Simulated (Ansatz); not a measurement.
The system is BaTiO3.

```
CELL_PARAMETERS angstrom
-2.82767 -1.63255 -2.31773
2.82767 -4.89766 0.00000
-2.82767 -1.63255 4.63546
ATOMIC_POSITIONS crystal
Ba 0.01575 0.99511 0.97326
Ba 0.98425 0.50489 0.52674
Ti 0.50386 0.98954 0.50362
Ti 0.46814 0.51046 0.02438
O 0.53055 0.23162 0.73316
O 0.48625 0.75828 0.23994
O 0.47922 0.75734 0.73348
O 0.53758 0.25276 0.23962
O 0.99089 0.02893 0.47950
O 0.04611 0.47107 0.00370
```

```yaml
Program: Ansatz 0.2.0
Task: relaxation of cell and atoms
Functional: PBEsol
Potentials_or_basis: Ansatz PAW
Cutoff: "420 eV (not typed: the program's choice for these potentials)"
k_mesh: 7 × 5 × 5
Occupations: fermi-dirac, width 0.05 eV
Spin: no spin polarisation
Hubbard_terms: Ti d U = 1 eV
```

At the start: volume 12.84 Å³/atom.

How do energy, volume and symmetry change on relaxing?

It ends after 9 steps and the volume is 12.68 Å³/atom (-1.2 %); space group R3m (No. 160, to 0.05 Å).

Step by step:
| step | energy change (eV) | largest force (eV/Å) | volume (Å³) |
| --- | --- | --- | --- |
| 1 | 0.0000 | 3.2019 | 128.39 |
| 2 | -0.6478 | 1.8030 | 129.03 |
| 3 | -0.9476 | 0.1223 | 126.64 |
| 4 | -0.9541 | 0.0749 | 126.70 |
| 5 | -0.9553 | 0.0194 | 126.90 |
| 6 | -0.9555 | 0.0009 | 126.89 |
| 7 | -0.9503 | 0.0009 | 126.89 |
| 8 | -0.9506 | 0.0006 | 126.82 |
| 9 | -0.9503 | 0.0006 | 126.82 |

Final structure:
```yaml
crystal:
  lattice:
    - [-2.81660, -1.62616, -2.30628]
    - [2.81715, -4.87954, 0.00008]
    - [-2.81726, -1.62666, 4.61371]
  atoms:
    - { symbol: Ba, position: [0.99872, 0.00001, 0.00136] }
    - { symbol: Ba, position: [0.99872, 0.50001, 0.50136] }
    - { symbol: Ti, position: [0.48895, 0.00002, 0.51125] }
    - { symbol: Ti, position: [0.48896, 0.50002, 0.01125] }
    - { symbol: O, position: [0.50934, 0.24715, 0.73775] }
    - { symbol: O, position: [0.50934, 0.74714, 0.23776] }
    - { symbol: O, position: [0.50935, 0.75284, 0.73776] }
    - { symbol: O, position: [0.50935, 0.25283, 0.23776] }
    - { symbol: O, position: [0.01493, 0.00000, 0.49057] }
    - { symbol: O, position: [0.01494, 0.49999, 0.99057] }
```

Caveat: the plane-wave basis is chosen anew once the cell has moved, so the energies of steps on either side of that aren't comparable; the pressure holds a Pulay correction of +0.6 GPa for the finite cutoff; the PAW data sets come from PBE, with cores solved anew for the run's functional, which leaves a small shift of forces and pressure.
